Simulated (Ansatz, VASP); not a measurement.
# Sn: VASP beside Ansatz

The input INCAR:

```
SYSTEM = Sn
  ALGO = Normal
  EDIFF = 1E-7
  ENCUT = 520
  GGA = RE
  ISIF = 2
  ISMEAR = 1
  LASPH = .TRUE.
  LCHARG = .TRUE.
  LELF = .TRUE.
  LREAL = .FALSE.
  LVHAR = .TRUE.
  LWAVE = .FALSE.
  NBANDS = 21
  NELM = 80
  PREC = Accurate
  SIGMA = 0.1
```

File KPOINTS:

```
k-points
0
G
  10 10 10
  0 0 0
```

The input POSCAR:

```
Sn
1.0
   -2.9196440000      2.9196440000      1.5938000000
    2.9196440000     -2.9196440000      1.5938000000
    2.9196440000      2.9196440000     -1.5938000000
Sn
2
Direct
    0.0000000000      0.0000000000      0.0000000000
    0.7500000000      0.2500000000      0.5000000000
```

Input for Ansatz:

```yaml
crystal:
  lattice:
    - [-2.919644, 2.919644, 1.5938]
    - [2.919644, -2.919644, 1.5938]
    - [2.919644, 2.919644, -1.5938]
  atoms:
    - { symbol: Sn, position: [0.0, 0.0, 0.0] }
    - { symbol: Sn, position: [0.75, 0.25, 0.5] }
kpoints:
  mp_grid:
    grid: [10, 10, 10]
hamiltonian:
  xc: revpbe
scf:
  occupations:
    method: cold
    width: 0.1
output:
  stress: true
```

Alike in both runs: task single point; functional revPBE; k mesh 10 × 10 × 10; no spin polarisation.

|  | VASP | Ansatz |
| --- | --- | --- |
| version | VASP 6.6.1 | Ansatz 0.2.0 |
| potentials or method | VASP PAW PBE potentials, release 64 (Sn_d) | plane waves, PAW |
| plane-wave cutoff (eV) | 520 | 420 |
| occupations | methfessel-paxton of order 1, width 0.1 eV | cold, width 0.1 eV |
| valence electrons in the cell | 28 | 28 |

|  | VASP | Ansatz | Ansatz less VASP |
| --- | --- | --- | --- |
| pressure (GPa) | 3.4 | 3.4 | +0.03 |
| largest component of the traceless stress (GPa) | 0.60 | 0.58 | -0.028 |

Caveats: the PAW data sets were made with another functional, which shifts forces and pressure a little (VASP).
